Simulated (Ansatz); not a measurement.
Structure search: one P candidate

These are results of DFT PBE, scalar-relativistic, plane waves, PAW in Ansatz, not measurements. Cutoff 420 eV, Gaussian smearing, Γ-centred meshes. Cell and atoms relax first on a coarse mesh and then on a finer one. In between, the cell is made exact in the group found at 0.06 Å. In metals the finer mesh still leaves noise of several meV/atom or more. The steps can't lower the symmetry of their start. No spin polarisation.

Recipe of this trial structure of P: 4-connected net of one element (I4/mcm, No. 140). The dimensions are guesses.

```
P
1.0
    -3.44339    3.44339    2.84122
     3.44339   -3.44339    2.84122
     3.44339    3.44339   -2.84122
P
8
Direct
  0.53859 0.03859 0.20355
  0.83504 0.33504 0.79645
  0.03859 0.83504 0.50000
  0.33504 0.53859 0.50000
  0.66496 0.46141 0.50000
  0.96141 0.16496 0.50000
  0.16496 0.66496 0.20355
  0.46141 0.96141 0.79645
```

Energies count from the standard state of P at the same level. The references include black phosphorus.

**Question.** Where does the relaxation end?

**Answer.** The symmetry stays I4/mcm (No. 140). The volume per atom grows by 24.2 %, from 16.8 to 20.9 Å³. The shortest distance goes from 2.11 Å (P–P) to 2.22 Å (P–P). The ratio c/a of the conventional cell changes by a factor of 0.72. The energy falls by about 0.69 eV/atom (the start's value is from the coarse mesh). Conventional cell: a = 8.254 Å, c = 4.914 Å. P has 1 P at 2.22 Å, 3 P at 2.40–2.45 Å and 1 P at 2.70 Å.

```
P
1.0
    -4.12680    4.12680    2.45719
     4.12680   -4.12680    2.45719
     4.12680    4.12680   -2.45719
P
8
Direct
  0.57778 0.07778 0.20483
  0.87296 0.37296 0.79517
  0.07778 0.87296 0.50000
  0.37296 0.57778 0.50000
  0.62704 0.42222 0.50000
  0.92222 0.12704 0.50000
  0.12704 0.62704 0.20483
  0.42222 0.92222 0.79517
```

**Question.** How does it come out in energy, and is it a metal?

**Answer.** The energy over the standard state is +0.23 eV/atom and the gap on the 10×10×10 mesh of the 8-atom cell is 0 eV (a metal).

So it is a metastable form at best.

The last run used Gaussian smearing of 0.10 eV. The reference form of P is held partly by dispersion forces, which this level lacks. A structure relaxed within its symmetry needn't be a true minimum. Another cell of P relaxed alike, in Pm-3m, lies 144 meV/atom lower, so this cell isn't the stable form at this level.
